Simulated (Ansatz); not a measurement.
TaN:

```
Ta N
1.0
     0.00000    2.49114    2.49114
     2.49114    0.00000    2.49114
     2.49114    2.49114    0.00000
Ta N
1 1
Direct
  0.00000 0.00000 0.00000
  0.25000 0.25000 0.25000
```

The cell comes from a database or a generator and needn't be the stable form of this composition.

Below is the output of Ansatz 0.2.0 for this cell. Logs are shortened: lines on timing, memory, paths and dates and some standing lists are left out, and cuts for length are marked.

```text
Warning: RAYON_NUM_THREADS=2 ignored (pool sized by the plan → 2); use --threads N
Ta: projections on atomic orbitals take those of the free atom [Kr 4d10 4f14] 5s2 5p6 5d3 6s2, of charge +0.00 (hamiltonian.pseudopotentials.projection_atoms); the dataset's partial waves leave at most 6.0e-5 of an orbital's norm unspanned inside its sphere
N: projections on atomic orbitals take those of the free atom [He] 2s2 2p3, of charge +0.00 (hamiltonian.pseudopotentials.projection_atoms); the dataset's partial waves leave at most 9.3e-9 of an orbital's norm unspanned inside its sphere
Engine: ansatz 0.2.0, x86_64-unknown-linux-gnu
Pseudopotentials: kind: paw
Pseudopotential: Ta, paw, valence charge 13, recommended cutoff 420 eV (normal), Ta.paw.azcp
Pseudopotential: N, paw, valence charge 5, recommended cutoff 420 eV (normal), N.paw.azcp
Functional definition: PBEsol
  exchange = pbesol_x
  correlation = pbesol_c
Crystal: 2 atoms, lattice volume = 30.919 Å³
Basis set: ecut = 420 eV, 609 PW (Γ), exchange–correlation on 48×48×48 points (8 copies of the dense FFT grid, shifted against one another)
Bands: 13, of which v1, the nominal top of the filled ones, is band 9 counted from 1 (8 counted from 0)
Symmetry: 24 space group operations
Space group: F-43m (ITA 216), of the structure as read, at distance tolerance 3.1e-5 Å
k-points: 35 of 729 (time reversal used)
Non-local potential: Ta, projectors of the file, l = 0: 3, l = 1: 2, l = 2: 2, l = 3: 1
Non-local potential: N, projectors of the file, l = 0: 2, l = 1: 2, l = 2: 1
PAW form: soft (Blöchl's): semilocal exchange-correlation on the pseudo side does not see the compensation charge
PAW frozen core: Ta, regenerated for the run's functional, and the local potential with it (the file was generated under x = pbe(κ = 0.804, μ = 0.2195149727645171), c = pbe(β = 0.06672455060314922))
PAW frozen core: N, regenerated for the run's functional, and the local potential with it (the file was generated under x = pbe(κ = 0.804, μ = 0.2195149727645171), c = pbe(β = 0.06672455060314922))
PAW one-centre angular grid: Ta, 590 points (default); XC on 64 Gauss nodes
PAW one-centre angular grid: N, 110 points (default); XC on 64 Gauss nodes
Initial density: superposition of atomic densities (chi_scale 0.1, normalization cell, long waves kept (reshape's long-wave potential 0.00 eV rms))
Initial wavefunctions: pseudopotential atomic-orbital guess
Functional: x = pbesol(κ = 0.804, μ = 0.12345679012345678), c = pbesol(β = 0.046)
SCF iter   1: F=—  HF=-10177.538804 eV  |F-HF|=—  |Δ(HF+E_count)|=         —  Δρ=8.58e-2  dr2=2.99e0  ethr=3.10e-3  ⟨swp⟩=5.9  Hψ=2267  notcnv=0
preconditioner: auto → none  [metal: Δε(μ)=0.002 eV  Ē_g=10.100 eV  σ=0.050 eV  W_gap=0.01  n_scr=8 (ndim 8)  ℏωp=21.1 eV  f_vac=0.000  D(μ)=1.59/eV (n_scr^D=14)  sad-step TF]
[... 92 lines left out ...]
Free energy (F): -10177.680993 eV
Harris-Foulkes:  -10177.680993 eV  (|F-HF|=3.64e-12)
Internal energy: -10177.676023 eV  (E = F + TS)
E sigma→0 (E₀):  -10177.678508 eV
Entropy (-TS):   -0.004970 eV (-2.485 meV/atom)
Fermi energy:    17.205097 eV
--- Per-component energies (eV) ---
  E_band       = -137.331025
  E_kinetic    = 495.488249
  E_local      = -870.816857  (includes V_loc(G=0)·N_el)
  E_nonlocal   = 61.767702
  E_hartree    = 293.029325
  E_xc         = -275.755897
  E_vxc        = -278.807748  (∫ρ·V_xc dr)
  E_hubbard    = 8.137842  (on-site DFT+U / exact-exchange correction)
  E_vhub       = 2.805455  (the Hubbard potential's part of the band-sum identity)
  E_paw        = -8394.639876  (= ΣΔE_a)
  E_vpaw       = -133.826709  (= ΣTr[D̂ρ^β])
  E_aug_tail   = 0.000233  (compensation charges beyond the density's cutoff)
  E_ewald      = -1495.128487
  E_core_change = 0.241745  (= ΣΔE_core)
  E_smearing   = -0.004970  (= −TS)
  E_closure    = 0.000000  (closes the sum)
  Σ components = -10177.680993   (vs F -10177.680993, Δ=0.00e0)
--- Forces (eV/Å), atoms counted from 1 ---
  atom   1  Ta    -0.00000000    -0.00000000    -0.00000000
  atom   2  N      0.00000000     0.00000000     0.00000000
  max |Σ_I F_I| component: 3.01e-17 eV/Å
--- Stress (GPa, compression-positive) ---
        0.007117      -0.000000      -0.000000
       -0.000000       0.007117       0.000000
       -0.000000       0.000000       0.007117
  P = ⅓ Tr σ = 0.0071 GPa (0.071 kbar)
--- Band table (eV; the first three rows and the last of 35) ---
  k-point 0: bands = ["-53.8610", "-20.1968", "-20.1968", "-20.1968", "-0.9290", "9.5479", "9.5479", "9.5479", "14.9598", "18.7666", "18.7666", "21.7925", "21.7925"]
  k-point 1: bands = ["-53.8588", "-20.2424", "-20.2030", "-20.2030", "-0.7721", "9.2988", "9.6563", "9.6563", "15.6132", "18.5093", "18.5093", "21.4507", "22.0684"]
  k-point 2: bands = ["-53.8525", "-20.3563", "-20.2187", "-20.2187", "-0.3831", "8.9618", "9.9265", "9.9265", "16.9149", "18.1858", "18.1858", "20.7821", "22.2042"]
  k-point 34: bands = ["-53.8352", "-20.4929", "-20.4002", "-20.3161", "0.7177", "9.8955", "10.3836", "11.5962", "13.8496", "17.0609", "19.3262", "20.1342", "21.4954"]
Occupation matrices written to <dir>
--- Relaxed structure (6 steps of the walk, 6 accepted, 2 SCFs on fresh bases) ---
  F+E_penalty+E_count = -10177.68099253 eV   max|allowed force component| = 5.089e-17 eV/Å   (the final SCF, on the basis selected at the relaxed cell)
  cell:  # Å, volume = 27.3940 Å³
    - [-1.3621376876546544e-34, 2.3926275663873535, 2.3926275663873535]
    - [2.3926275663873535, 8.279619755295746e-34, 2.3926275663873535]
    - [2.3926275663873535, 2.3926275663873535, 2.3239313597318005e-33]
  atoms:
    - { symbol: Ta, position: [-3.889713291296022e-34, 8.616963191898017e-35, 5.323189411069711e-34] }
    - { symbol: N, position: [0.25, 0.25, 0.25] }
```

**Question.** What input gives this log?

**Answer.** Relaxation of cell and atoms with PBEsol+U, no spin polarisation. The files as run (others can give the same):

input.yaml
```yaml
crystal:
  lattice:
    - [0.0, 2.49114377, 2.49114377]
    - [2.49114377, 0.0, 2.49114377]
    - [2.49114377, 2.49114377, 0.0]
  atoms:
    - { symbol: Ta, position: [0.0, 0.0, 0.0] }
    - { symbol: "N", position: [0.25, 0.25, 0.25] }
hamiltonian:
  xc: pbesol
  pseudopotentials: { kind: paw }
  hubbard: { sites: [{ species: Ta, l: d, u_eff: 8.0 }] }
kpoints:
  mp_grid: { grid: [9, 9, 9] }
scf:
  occupations: { method: fermi_dirac, width: 0.05 }
output:
  forces: true
  stress: true
  eigenvalues: true
  write_density: true
  write_potential: true
  elf: true
  volumetric_format: npy
relax:
  f_tol: 0.01
  max_steps: 40
  cell: { stress_tol: 0.05 }
```

Potentials or basis: Ansatz PAW.
Command:
```sh
$ ansatz run input.yaml --threads 2 --pin off --max-ram 5632MiB --backend cpu --events-out ev --progress --plain --runs-dir out
```

Caveat: the plane-wave basis is chosen anew once the cell has moved, so the energies of steps on either side of that aren't comparable; the pressure holds a Pulay correction of +0.4 GPa for the finite cutoff; U without spin polarisation on a metal has little footing; the PAW data sets come from PBE, with cores solved anew for the run's functional, which leaves a small shift of forces and pressure.
